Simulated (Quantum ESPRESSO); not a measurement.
A run of Quantum ESPRESSO 7.5:

pw.in

```
&CONTROL
  calculation = 'scf'
  prefix = 'pwscf'
  outdir = './tmp'
  pseudo_dir = './pseudo'
  tprnfor = .true.
  tstress = .true.
  disk_io = 'low'
/
&SYSTEM
  ibrav = 0
  nat = 2
  ntyp = 2
  ecutwfc = 56
  ecutrho = 448
  nbnd = 21
  occupations = 'smearing'
  smearing = 'fd'
  degauss = 0.00367493
  nspin = 2
  starting_magnetization(1) = 0.1176
  starting_magnetization(2) = 0
/
&ELECTRONS
  conv_thr = 4d-10
  electron_maxstep = 120
  mixing_beta = 0.3
/
ATOMIC_SPECIES
Co    58.9332 co_lda_v1.2.uspp.F.UPF
O     15.9990 o_lda_v1.2.uspp.F.UPF
CELL_PARAMETERS angstrom
   0.0000000000    2.3436418400    2.3436418400
   2.3436418400    0.0000000000    2.3436418400
   2.3436418400    2.3436418400    0.0000000000
ATOMIC_POSITIONS angstrom
Co     0.0000000000    0.0000000000    0.0000000000
O      1.1718209200    1.1718209200    1.1718209200
K_POINTS automatic
6 6 6 1 1 1
```

The input relax_first.in:

```
&CONTROL
  calculation = 'vc-relax'
  prefix = 'pwscf'
  outdir = './tmp'
  pseudo_dir = './pseudo'
  tprnfor = .true.
  tstress = .true.
  disk_io = 'low'
  nstep = 40
  forc_conv_thr = 0.0001
  etot_conv_thr = 1d-06
/
&SYSTEM
  ibrav = 0
  nat = 2
  ntyp = 2
  ecutwfc = 56
  ecutrho = 448
  nbnd = 21
  occupations = 'smearing'
  smearing = 'fd'
  degauss = 0.00367493
  nspin = 2
  starting_magnetization(1) = 0.1176
  starting_magnetization(2) = 0
/
&ELECTRONS
  conv_thr = 4d-10
  electron_maxstep = 120
  mixing_beta = 0.3
/
&IONS
  ion_dynamics = 'bfgs'
/
&CELL
  cell_dynamics = 'bfgs'
  press = 800
  press_conv_thr = 0.2
/
ATOMIC_SPECIES
Co    58.9332 co_lda_v1.2.uspp.F.UPF
O     15.9990 o_lda_v1.2.uspp.F.UPF
CELL_PARAMETERS angstrom
   0.0000000000    2.3436418400    2.3436418400
   2.3436418400    0.0000000000    2.3436418400
   2.3436418400    2.3436418400    0.0000000000
ATOMIC_POSITIONS angstrom
Co     0.0000000000    0.0000000000    0.0000000000
O      1.1718209200    1.1718209200    1.1718209200
K_POINTS automatic
6 6 6 1 1 1
```

relax.in

```
&CONTROL
  calculation = 'vc-relax'
  prefix = 'pwscf'
  outdir = './tmp'
  pseudo_dir = './pseudo'
  tprnfor = .true.
  tstress = .true.
  disk_io = 'low'
  nstep = 40
  forc_conv_thr = 0.0001
  etot_conv_thr = 1d-06
/
&SYSTEM
  ibrav = 0
  nat = 2
  ntyp = 2
  ecutwfc = 56
  ecutrho = 448
  nbnd = 21
  occupations = 'smearing'
  smearing = 'fd'
  degauss = 0.00367493
  nspin = 2
  starting_magnetization(1) = 0.1176
  starting_magnetization(2) = 0
/
&ELECTRONS
  conv_thr = 4d-10
  electron_maxstep = 120
  mixing_beta = 0.3
/
&IONS
  ion_dynamics = 'bfgs'
/
&CELL
  cell_dynamics = 'bfgs'
  press = 800
  press_conv_thr = 0.5
/
ATOMIC_SPECIES
Co    58.9332 co_lda_v1.2.uspp.F.UPF
O     15.9990 o_lda_v1.2.uspp.F.UPF
CELL_PARAMETERS angstrom
   0.0000000000    1.9847595877    1.9847595877
   1.9847595877    0.0000000000    1.9847595877
   1.9847595877    1.9847595877    0.0000000000
ATOMIC_POSITIONS angstrom
Co     0.0000000000    0.0000000000    0.0000000000
O      0.9923797938    0.9923797938    0.9923797938
K_POINTS automatic
6 6 6 1 1 1
```

Contents of scf2.in:

```
&CONTROL
  calculation = 'scf'
  prefix = 'pwscf'
  outdir = './tmp'
  pseudo_dir = './pseudo'
  tprnfor = .true.
  tstress = .true.
  disk_io = 'low'
/
&SYSTEM
  ibrav = 0
  nat = 2
  ntyp = 2
  ecutwfc = 56
  ecutrho = 448
  nbnd = 21
  occupations = 'smearing'
  smearing = 'fd'
  degauss = 0.00367493
  nspin = 2
  starting_magnetization(1) = 0.1176
  starting_magnetization(2) = 0
/
&ELECTRONS
  conv_thr = 1d-13
  electron_maxstep = 120
  mixing_beta = 0.3
  startingpot = 'file'
  startingwfc = 'file'
/
ATOMIC_SPECIES
Co    58.9332 co_lda_v1.2.uspp.F.UPF
O     15.9990 o_lda_v1.2.uspp.F.UPF
CELL_PARAMETERS angstrom
   0.0000000000    1.9848448491    1.9848448491
   1.9848448491    0.0000000000    1.9848448491
   1.9848448491    1.9848448491    0.0000000000
ATOMIC_POSITIONS angstrom
Co     0.0000000000    0.0000000000    0.0000000000
O      0.9924224245    0.9924224245    0.9924224245
K_POINTS automatic
6 6 6 1 1 1
```

Contents of ph.in:

```
phonons of CoO
&INPUTPH
  prefix = 'pwscf'
  outdir = './tmp'
  tr2_ph = 1d-18
  fildyn = 'dyn'
  niter_ph = 90
  alpha_mix(1) = 0.4
/
0.0000000000 0.0000000000 0.0000000000
```

Contents of dynmat.in:

```
&INPUT
  fildyn = 'dyn'
  asr = 'crystal'
  filout = 'dynmat.disp'
  fileig = 'dynmat.eig'
/
```

Potentials or basis: GBRV 1.5 LDA.

Launch:

```bash
$ OMP_NUM_THREADS=1 mpirun -n 4 pw.x -nk 4 -in pw.in > pw.out
$ OMP_NUM_THREADS=1 mpirun -n 4 pw.x -nk 4 -in relax.in > relax.out
$ OMP_NUM_THREADS=1 mpirun -n 4 pw.x -nk 4 -in relax.in > relax.out
$ OMP_NUM_THREADS=1 mpirun -n 4 pw.x -nk 4 -in scf2.in > scf2.out
$ OMP_NUM_THREADS=1 mpirun -n 4 ph.x -nk 4 -in ph.in > ph.out
$ OMP_NUM_THREADS=1 mpirun -n 1 dynmat.x -in dynmat.in > dynmat.out
```

Hardware: 4 MPI ranks on Intel(R) Xeon(R) 6975P-C (Granite Rapids) (shared host).

Q: How long does it take, and how much memory?

A: Wall time 99 s on 4 MPI ranks on Intel(R) Xeon(R) 6975P-C (Granite Rapids), with other jobs on the host, peak memory 0.4 GiB a rank. Counts: scf iterations 149, k pools 4, bands 21, ion steps 3, k points 28, g dense 27725.
